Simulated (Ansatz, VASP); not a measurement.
# Sn23CO48 (C_Sn): VASP beside Ansatz

One calculation is typed for both programs; each brings its own data sets. How far apart do they land? The structure shown is the start of the Ansatz relaxation below; VASP solves that cell, so the two are compared at the walk's first step.

Program: Ansatz 0.2.0. Level of theory: plane waves, with VASP 6.6.1 beside it; single point at r2SCAN. Results are calculated unless marked as measured.

**1. The structure**

The cell holds 72 atoms: 23 Sn, 48 O and 1 C. Its edges and angles: a = 9.516 Å, b = 9.516 Å, c = 9.602 Å, α = 90.0°, β = 90.0°, γ = 90.0°. It derives from SnO2 (SnO2 (P4_2/mnm)). Nearest the centre at fractional (0.500, 0.500, 0.667): C72 at 0.05 Å, O56 at 2.04 Å, O70 at 2.05 Å, O35 at 2.05 Å, O45 at 2.08 Å, O52 at 2.08 Å, O41 at 2.12 Å, Sn22 at 3.15 Å.

**2. Ansatz: relaxation, r2SCAN**

Ansatz runs on its PAW soft_1 files.

The two programs are compared at the cell with which this relaxation starts, whose forces are those of its first step.

The input, input.yaml:

```yaml
crystal:
  lattice:
    - [9.51550307, 0.0, 0.0]
    - [0.0, 9.51550307, 0.0]
    - [0.0, 0.0, 9.60204439]
  atoms:
    - { symbol: Sn, position: [0.25, 0.25, 0.16666667] }
    - { symbol: Sn, position: [0.0, 0.0, 0.0] }
    - { symbol: O, position: [0.09702862, 0.40297138, 0.16666667] }
    - { symbol: O, position: [0.40297138, 0.09702862, 0.16666667] }
    - { symbol: O, position: [0.15297138, 0.15297138, 0.0] }
    - { symbol: O, position: [0.34702862, 0.34702862, 0.0] }
    - { symbol: Sn, position: [0.25, 0.25, 0.5] }
    - { symbol: Sn, position: [0.0, 0.0, 0.33333333] }
    - { symbol: O, position: [0.09702862, 0.40297138, 0.5] }
    - { symbol: O, position: [0.40297138, 0.09702862, 0.5] }
    - { symbol: O, position: [0.15297138, 0.15297138, 0.33333333] }
    - { symbol: O, position: [0.34702862, 0.34702862, 0.33333333] }
    - { symbol: Sn, position: [0.25, 0.25, 0.83333333] }
    - { symbol: Sn, position: [0.0, 0.0, 0.66666667] }
    - { symbol: O, position: [0.09702862, 0.40297138, 0.83333333] }
    - { symbol: O, position: [0.40297138, 0.09702862, 0.83333333] }
    - { symbol: O, position: [0.15297138, 0.15297138, 0.66666667] }
    - { symbol: O, position: [0.34702862, 0.34702862, 0.66666667] }
    - { symbol: Sn, position: [0.25, 0.75, 0.16666667] }
    - { symbol: Sn, position: [0.0, 0.5, 0.0] }
    - { symbol: O, position: [0.09702862, 0.90297138, 0.16666667] }
    - { symbol: O, position: [0.40297138, 0.59702862, 0.16666667] }
    - { symbol: O, position: [0.15297138, 0.65297138, 0.0] }
    - { symbol: O, position: [0.34702862, 0.84702862, 0.0] }
    - { symbol: Sn, position: [0.25, 0.75, 0.5] }
    - { symbol: Sn, position: [0.0, 0.5, 0.33333333] }
    - { symbol: O, position: [0.09702862, 0.90297138, 0.5] }
    - { symbol: O, position: [0.40297138, 0.59702862, 0.5] }
    - { symbol: O, position: [0.15297138, 0.65297138, 0.33333333] }
    - { symbol: O, position: [0.34702862, 0.84702862, 0.33333333] }
    - { symbol: Sn, position: [0.25, 0.75, 0.83333333] }
    - { symbol: Sn, position: [0.0, 0.5, 0.66666667] }
    - { symbol: O, position: [0.09702862, 0.90297138, 0.83333333] }
    - { symbol: O, position: [0.40297138, 0.59702862, 0.83333333] }
    - { symbol: O, position: [0.15297138, 0.65297138, 0.66666667] }
    - { symbol: O, position: [0.34702862, 0.84702862, 0.66666667] }
    - { symbol: Sn, position: [0.75, 0.25, 0.16666667] }
    - { symbol: Sn, position: [0.5, 0.0, 0.0] }
    - { symbol: O, position: [0.59702862, 0.40297138, 0.16666667] }
    - { symbol: O, position: [0.90297138, 0.09702862, 0.16666667] }
    - { symbol: O, position: [0.65297138, 0.15297138, 0.0] }
    - { symbol: O, position: [0.84702862, 0.34702862, 0.0] }
    - { symbol: Sn, position: [0.75, 0.25, 0.5] }
    - { symbol: Sn, position: [0.5, 0.0, 0.33333333] }
    - { symbol: O, position: [0.59702862, 0.40297138, 0.5] }
    - { symbol: O, position: [0.90297138, 0.09702862, 0.5] }
    - { symbol: O, position: [0.65297138, 0.15297138, 0.33333333] }
    - { symbol: O, position: [0.84702862, 0.34702862, 0.33333333] }
    - { symbol: Sn, position: [0.75, 0.25, 0.83333333] }
    - { symbol: Sn, position: [0.5, 0.0, 0.66666667] }
    - { symbol: O, position: [0.59702862, 0.40297138, 0.83333333] }
    - { symbol: O, position: [0.90297138, 0.09702862, 0.83333333] }
    - { symbol: O, position: [0.65297138, 0.15297138, 0.66666667] }
    - { symbol: O, position: [0.84702862, 0.34702862, 0.66666667] }
    - { symbol: Sn, position: [0.75, 0.75, 0.16666667] }
    - { symbol: Sn, position: [0.5, 0.5, 0.0] }
    - { symbol: O, position: [0.59702862, 0.90297138, 0.16666667] }
    - { symbol: O, position: [0.90297138, 0.59702862, 0.16666667] }
    - { symbol: O, position: [0.65297138, 0.65297138, 0.0] }
    - { symbol: O, position: [0.84702862, 0.84702862, 0.0] }
    - { symbol: Sn, position: [0.75, 0.75, 0.5] }
    - { symbol: Sn, position: [0.5, 0.5, 0.33333333] }
    - { symbol: O, position: [0.59702862, 0.90297138, 0.5] }
    - { symbol: O, position: [0.90297138, 0.59702862, 0.5] }
    - { symbol: O, position: [0.65297138, 0.65297138, 0.33333333] }
    - { symbol: O, position: [0.84702862, 0.84702862, 0.33333333] }
    - { symbol: Sn, position: [0.75, 0.75, 0.83333333] }
    - { symbol: C, position: [0.5, 0.5, 0.66666667] }
    - { symbol: O, position: [0.59702862, 0.90297138, 0.83333333] }
    - { symbol: O, position: [0.90297138, 0.59702862, 0.83333333] }
    - { symbol: O, position: [0.65297138, 0.65297138, 0.66666667] }
    - { symbol: O, position: [0.84702862, 0.84702862, 0.66666667] }
  host:
    repeats: [2, 2, 3]
    atoms:
      - { symbol: Sn, position: [0.5, 0.5, 0.5] }
      - { symbol: Sn, position: [0.0, 0.0, 0.0] }
      - { symbol: O, position: [0.19405723, 0.80594277, 0.5] }
      - { symbol: O, position: [0.80594277, 0.19405723, 0.5] }
      - { symbol: O, position: [0.30594277, 0.30594277, 0.0] }
      - { symbol: O, position: [0.69405723, 0.69405723, 0.0] }
basis:
  ecutwfc: 500
  xc_grid: 2
hamiltonian:
  xc: r2scan
  pseudopotentials: { kind: paw, azcp: { folder: soft_1 } }
kpoints:
  mp_grid: { grid: [1, 1, 1], shift: [0.25, 0.25, 0.25] }
scf:
  occupations: { method: fixed }
  max_iter: 60
output:
  forces: true
  charged_corrections:
    epsilon: [4.6, 4.6, 4.91]
    static_epsilon: [13.48, 13.48, 10.42]
    defect_position: [0.5, 0.5, 0.666667]
relax:
  f_tol: 0.02
  max_steps: 80
  random_displacement: { amplitude: 0.05, seed: 6028 }
checkpoint:
  write: "../q0.relax.run"
  compress: false
  write_wavefunctions: true
  write_every: 100000
```

On the command line:

```sh
$ ansatz run input.yaml --threads 4 --pin off --max-ram 15073MiB --backend cpu --events-out ev --progress --plain --runs-dir out
```

Numbers of over 12 decimals in the logs are rounded to 6 here.

The log of the run:

```text
Engine: ansatz 0.2.0, aarch64-unknown-linux-gnu
Pseudopotentials: kind: paw
Pseudopotential: Sn, paw, valence charge 14, recommended cutoff 500 eV (meta_gga), soft_1/Sn.paw.azcp
Pseudopotential: O, paw, valence charge 6, recommended cutoff 500 eV (meta_gga), soft_1/O.paw.azcp
Pseudopotential: C, paw, valence charge 4, recommended cutoff 500 eV (meta_gga), soft_1/C.paw.azcp
Functional definition: r2SCAN
  parameter k0 = 0.174
  parameter k1 = 0.065
  parameter a1 = 4.9479
  exchange = r2scan_x(k0 = k0, k1 = k1, a1 = a1)
  correlation = r2scan_c
Crystal: 72 atoms, lattice volume = 869.415 Å³
Basis set: ecut = 500 eV, 22119 PW (Γ), exchange–correlation on 144×144×144 points (8 copies of the dense FFT grid, shifted against one another)
Bands: 379, of which v1, the nominal top of the filled ones, is band 307 counted from 1 (306 counted from 0)
Symmetry: 1 space group operations
k-points: 1
Non-local potential: Sn, projectors of the file, l = 0: 2, l = 1: 2, l = 2: 2, l = 3: 1
Non-local potential: O, projectors of the file, l = 0: 2, l = 1: 2, l = 2: 1
Non-local potential: C, projectors of the file, l = 0: 2, l = 1: 2, l = 2: 1
PAW form: soft (Blöchl's): semilocal exchange-correlation on the pseudo side does not see the compensation charge
PAW frozen core: Sn, regenerated for the run's functional (the file was generated under x = pbe(κ = 0.804, μ = 0.219515), c = pbe(β = 0.066725))
PAW frozen core: O, regenerated for the run's functional (the file was generated under x = pbe(κ = 0.804, μ = 0.219515), c = pbe(β = 0.066725))
PAW frozen core: C, regenerated for the run's functional (the file was generated under x = pbe(κ = 0.804, μ = 0.219515), c = pbe(β = 0.066725))
PAW one-centre angular grid: Sn, 590 points (default); XC on 160 Gauss nodes
PAW one-centre angular grid: O, 302 points (default); XC on 160 Gauss nodes
PAW one-centre angular grid: C, 302 points (default); XC on 219 of its mesh's 2255 points in the sphere
Initial density: superposition of atomic densities (chi_scale 0.1, normalization cell, long waves kept (reshape's long-wave potential 0.41 eV rms))
Initial wavefunctions: pseudopotential atomic-orbital guess
Functional: x = r2scan, c = r2scan; τ floored in thin density (d = 2e-4 eV/Å³)
SCF iter   1: F=—  HF=-166435.750958 eV  |F-HF|=—  |Δ(HF+E_count)|=         —  Δρ=8.78e-2  dr2=6.67e1  dr2_τ=6.46e0  ethr=3.10e-3  ⟨swp⟩=4.0  Hψ=1218  notcnv=0  defer=70
preconditioner: auto → Resta (q_TF=auto, 2.575 Å⁻¹)  ε∞=3.3  [insulator: Δε(μ)=1.286 eV  Ē_g=20.786 eV  n_scr=250 (ndim 8)  ℏωp=31.2 eV  f_vac=0.000  ε∞_Penn≈3.3]
SCF iter   2: F=—  HF=-166426.972609 eV  |F-HF|=—  |Δ(HF+E_count)|=    8.78e0  Δρ=4.23e-2  dr2=7.92e0  dr2_τ=1.06e0  ethr=3.10e-3  ⟨swp⟩=3.0  Hψ=611  notcnv=0  defer=70
SCF iter   3: F=—  HF=-166428.241275 eV  |F-HF|=—  |Δ(HF+E_count)|=    1.27e0  Δρ=1.79e-2  dr2=1.96e0  dr2_τ=1.47e-1  ethr=1.29e-3  ⟨swp⟩=2.0  Hψ=557  notcnv=0  defer=69
SCF iter   4: F=—  HF=-166428.566567 eV  |F-HF|=—  |Δ(HF+E_count)|=   3.25e-1  Δρ=1.20e-2  dr2=1.25e0  dr2_τ=1.16e-1  ethr=3.19e-4  ⟨swp⟩=3.0  Hψ=496  notcnv=0  defer=70
SCF iter   5: F=—  HF=-166428.422787 eV  |F-HF|=—  |Δ(HF+E_count)|=   1.44e-1  Δρ=3.59e-3  dr2=9.60e-2  dr2_τ=1.08e-2  ethr=2.03e-4  ⟨swp⟩=3.0  Hψ=487  notcnv=0  defer=70
SCF iter   6: F=—  HF=-166428.425010 eV  |F-HF|=—  |Δ(HF+E_count)|=   2.22e-3  Δρ=1.48e-3  dr2=1.52e-2  dr2_τ=1.96e-3  ethr=1.56e-5  ⟨swp⟩=2.0  Hψ=560  notcnv=0  defer=70
SCF iter   7: F=—  HF=-166428.426293 eV  |F-HF|=—  |Δ(HF+E_count)|=   1.28e-3  Δρ=5.20e-4  dr2=1.50e-3  dr2_τ=2.11e-4  ethr=2.47e-6  ⟨swp⟩=2.0  Hψ=465  notcnv=0  defer=70
SCF iter   8: F=—  HF=-166428.428087 eV  |F-HF|=—  |Δ(HF+E_count)|=   1.79e-3  Δρ=2.54e-4  dr2=4.69e-4  dr2_τ=5.61e-5  ethr=2.44e-7  ⟨swp⟩=2.0  Hψ=487  notcnv=0  defer=69
SCF iter   9: F=—  HF=-166428.428117 eV  |F-HF|=—  |Δ(HF+E_count)|=   2.94e-5  Δρ=9.31e-5  dr2=6.20e-5  dr2_τ=7.24e-6  ethr=7.65e-8  ⟨swp⟩=2.0  Hψ=467  notcnv=0  defer=67
SCF iter  10: F=—  HF=-166428.428132 eV  |F-HF|=—  |Δ(HF+E_count)|=   1.53e-5  Δρ=6.22e-5  dr2=3.30e-5  dr2_τ=3.44e-6  ethr=1.01e-8  ⟨swp⟩=2.0  Hψ=487  notcnv=0  defer=67
SCF iter  11: F=-166428.428130 eV  HF=-166428.428130 eV  |F-HF|=3.73e-7  |Δ(HF+E_count)|=   1.93e-6  Δρ=1.58e-5  dr2=1.45e-6  dr2_τ=1.92e-7  ethr=1.63e-9  ⟨swp⟩=2.0  Hψ=1131  notcnv=0
SCF 1 converged in 11 iterations: F = -166428.428130 eV  dr2 = 1.45e-6
  greatest PAW one-centre occupation: 0.996 electrons in one spin orbital (limit 2), on the Sn atom at site 19 (counted from 0), in its partial waves of l = 2
relax step   1: F+E_penalty+E_count = -166428.42813021 eV  Δ(F+E_penalty+E_count) = +0.000e0 eV  max|allowed force component| = 2.201e0 eV/Å  Δτ_max = 0.0000 Å  (11 SCF iters, dr2 threshold 1.00e-5 eV, accepted)
Initial density: handed on by an earlier stage of this run
Initial wavefunctions: those handed on with the density
[...]
--- Relaxed structure (14 steps of the walk, 13 accepted, 0 SCFs on fresh bases) ---
  F+E_penalty+E_count = -166437.31032779 eV   max|allowed force component| = 1.009e-2 eV/Å
  atoms:
    - { symbol: Sn, position: [0.249698, 0.250026, 0.166305] }
    - { symbol: Sn, position: [0.00280756, 0.00309376, -0.00165973] }
    - { symbol: O, position: [0.097216, 0.403243, 0.162563] }
    - { symbol: O, position: [0.402917, 0.097542, 0.162571] }
    - { symbol: O, position: [0.155048, 0.155371, -0.00414148] }
    - { symbol: O, position: [0.348706, 0.349015, -0.00206684] }
    - { symbol: Sn, position: [0.254088, 0.254417, 0.503280] }
    - { symbol: Sn, position: [0.00215201, 0.00248927, 0.331130] }
    - { symbol: O, position: [0.094853, 0.405515, 0.497286] }
    - { symbol: O, position: [0.405196, 0.095183, 0.497282] }
    - { symbol: O, position: [0.153514, 0.153842, 0.334330] }
    - { symbol: O, position: [0.345504, 0.345818, 0.331509] }
    - { symbol: Sn, position: [0.250990, 0.251318, 0.826513] }
    - { symbol: Sn, position: [-0.00204235, -0.00174471, 0.661825] }
    - { symbol: O, position: [0.092613, 0.401672, 0.832912] }
    - { symbol: O, position: [0.401343, 0.092939, 0.832916] }
    - { symbol: O, position: [0.147457, 0.147767, 0.663799] }
    - { symbol: O, position: [0.342639, 0.342974, 0.667664] }
    - { symbol: Sn, position: [0.249419, 0.749413, 0.164401] }
    - { symbol: Sn, position: [0.000225049, 0.499786, -0.00256894] }
    - { symbol: O, position: [0.098478, 0.904444, 0.162044] }
    - { symbol: O, position: [0.402409, 0.598578, 0.174971] }
    - { symbol: O, position: [0.162294, 0.647112, -0.00781931] }
    - { symbol: O, position: [0.350077, 0.841478, -0.00554401] }
    - { symbol: Sn, position: [0.252078, 0.746757, 0.495616] }
    - { symbol: Sn, position: [-0.00107989, 0.499075, 0.330690] }
    - { symbol: O, position: [0.092405, 0.896955, 0.497683] }
    - { symbol: O, position: [0.399780, 0.606795, 0.496370] }
    - { symbol: O, position: [0.144726, 0.656777, 0.327736] }
    - { symbol: O, position: [0.341132, 0.854142, 0.327528] }
    - { symbol: Sn, position: [0.247428, 0.756079, 0.827324] }
    - { symbol: Sn, position: [0.00147574, 0.499390, 0.665008] }
    - { symbol: O, position: [0.090055, 0.899861, 0.831382] }
    - { symbol: O, position: [0.434757, 0.596456, 0.822155] }
    - { symbol: O, position: [0.151851, 0.654060, 0.667868] }
    - { symbol: O, position: [0.344013, 0.851112, 0.665561] }
    - { symbol: Sn, position: [0.749103, 0.249726, 0.164396] }
    - { symbol: Sn, position: [0.499453, 0.000553994, -0.00256196] }
[...]
- { symbol: Sn, position: [0.746438, 0.252403, 0.495631] }
    - { symbol: Sn, position: [0.498764, -0.000755786, 0.330690] }
[...]
- { symbol: Sn, position: [0.755797, 0.247709, 0.827332] }
    - { symbol: Sn, position: [0.499057, 0.00180892, 0.665009] }
[...]
- { symbol: Sn, position: [0.749094, 0.749422, 0.166396] }
    - { symbol: Sn, position: [0.496990, 0.497283, 0.019905] }
[...]
- { symbol: Sn, position: [0.752539, 0.752869, 0.490988] }
    - { symbol: Sn, position: [0.498582, 0.498902, 0.354567] }
    - { symbol: O, position: [0.595715, 0.897322, 0.500844] }
    - { symbol: O, position: [0.896971, 0.596015, 0.500841] }
    - { symbol: O, position: [0.654328, 0.654674, 0.332452] }
    - { symbol: O, position: [0.849009, 0.849315, 0.328289] }
    - { symbol: Sn, position: [0.755330, 0.755663, 0.840224] }
    - { symbol: C, position: [0.551503, 0.551865, 0.765660] }
    - { symbol: O, position: [0.598171, 0.900455, 0.831755] }
    - { symbol: O, position: [0.900120, 0.598490, 0.831754] }
    - { symbol: O, position: [0.629719, 0.630086, 0.691322] }
    - { symbol: O, position: [0.838861, 0.839158, 0.664333] }
```

(Continued in part 2 of 2.)

[Lines on the potential files, build, host, timing and source positions are cut from VASP's logs without a mark.]

[Logs are printed without paths, hosts, clocks, repeated set-up lines and the standing remarks that a program may print on its own settings, such as how far it seeks lower states.]

[Hosts, paths, dates, database ids (printed as entryN), source tags and the programs' standing remarks are cut or masked in the printed files.]
